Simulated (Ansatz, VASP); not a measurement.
**One calculation of Hg2H, two programs**

```
CELL_PARAMETERS angstrom
0.00000 3.10834 3.10834
3.10834 0.00000 3.10834
3.10834 3.10834 0.00000
ATOMIC_POSITIONS crystal
Hg 0.75000 0.75000 0.75000
Hg 0.25000 0.25000 0.25000
H 0.00000 0.00000 0.00000
```

Change from the starting cell: species swapped into the YbH2 type (Fm-3m, No. 225).

Alike in both runs: functional PBE; k mesh 12 × 12 × 12; occupations gaussian, width 0.1 eV; no spin polarisation.

Ansatz relaxed the structure, and its values are those at the end. VASP's run is a single point on that final structure, the one shown.

|  | VASP | Ansatz |
| --- | --- | --- |
| version | VASP 6.6.1 | Ansatz 0.2.0 |
| potentials or method | VASP PAW PBE potentials, release 64 (Hg, H) | scalar-relativistic, plane waves, PAW |
| plane-wave cutoff (eV) | 520 | 420 |
| valence electrons in the cell | 25 | 41 |

Ansatz gave:

* gap on the k mesh at the Fermi level (eV): none
* pressure (GPa): 0.0

Problem. What did VASP give for the same quantities?

Solution. gap on the k mesh at the Fermi level (eV): none; pressure (GPa): 0.2.

A gap of «none» marks a metal or a gap that the smearing closes. The two sets of potentials don't hold the same shells in valence.

Spin-orbit coupling is left out, which matters for the levels of Hg.
